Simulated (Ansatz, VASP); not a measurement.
# KMgF3 in VASP and in Ansatz

```
K Mg F
1.0
     3.98590    0.00000    0.00000
     0.00000    3.98590    0.00000
     0.00000    0.00000    3.98590
K Mg F
1 1 3
Direct
  0.50000 0.50000 0.50000
  0.00000 0.00000 0.00000
  0.50000 0.00000 0.00000
  0.00000 0.50000 0.00000
  0.00000 0.00000 0.50000
```

Alike in both runs: task single point; functional PBEsol; k mesh 6 × 6 × 6; occupations gaussian, width 0.05 eV; no spin polarisation.

|  | VASP | Ansatz |
| --- | --- | --- |
| version | VASP 6.6.1 | Ansatz 0.2.0 |
| potentials or method | VASP PAW PBE potentials, release 64 (K_sv, Mg, F) | scalar-relativistic, plane waves, PAW |
| plane-wave cutoff (eV) | 520 | 420 |
| valence electrons in the cell | 32 | 40 |

Ansatz gave:

* gap on the k mesh at the Fermi level (eV): 7.15
* least direct gap on the mesh (eV): 7.47
* pressure (GPa): 0.3

Task: What did VASP give for the same quantities?

Result: gap on the k mesh at the Fermi level (eV): 7.12; least direct gap on the mesh (eV): 7.45; pressure (GPa): -0.1.

The two sets of potentials don't hold the same shells in valence.

Caveats: the PAW data sets were made with another functional, which shifts forces and pressure a little (VASP). A k mesh can miss the band edges.
